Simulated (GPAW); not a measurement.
The system is W.

```xyz
1
Lattice="0.0000 2.0300 2.0300 2.0300 0.0000 2.0300 2.0300 2.0300 0.0000" Properties=species:S:1:pos:R:3 pbc="T T T"
W     0.0000    0.0000    0.0000
```

This isn't the form of W at room conditions, which is bcc.

```yaml
Program: GPAW 26.7.0
Task: relaxation of cell and atoms
Functional: BLYP
Potentials_or_basis: PAW data sets generated in the run's folder for this functional
Cutoff: 600 eV
Basis: pw
k_mesh: 11 × 11 × 11
Occupations: fermi-dirac, width 0.05 eV
Spin: no spin polarisation
```

At the start: pressure 3.7 GPa; volume 16.73 Å³/atom.

Q: How do energy, volume and symmetry change on relaxing?

A: Over 3 steps the energy falls by 2.6 meV/atom and the volume is 16.96 Å³/atom (+1.4 %); space group Fm-3m (No. 225, to 0.05 Å).

The path:
```
step  energy change (eV)  largest force (eV/Å)  pressure (GPa)  volume (Å³)
   1              0.0000                0.0000            3.68        16.73
   2             -0.0025                0.0000           -0.78        17.01
   3             -0.0026                0.0000           -0.01        16.96
```

Final structure:
```yaml
crystal:
  lattice:
    - [0.00000, 2.03919, 2.03919]
    - [2.03919, 0.00000, 2.03919]
    - [2.03919, 2.03919, 0.00000]
  atoms:
    - { symbol: W, position: [0.00000, 0.00000, 0.00000] }
```

Caveat: later steps reuse the first step's grids.
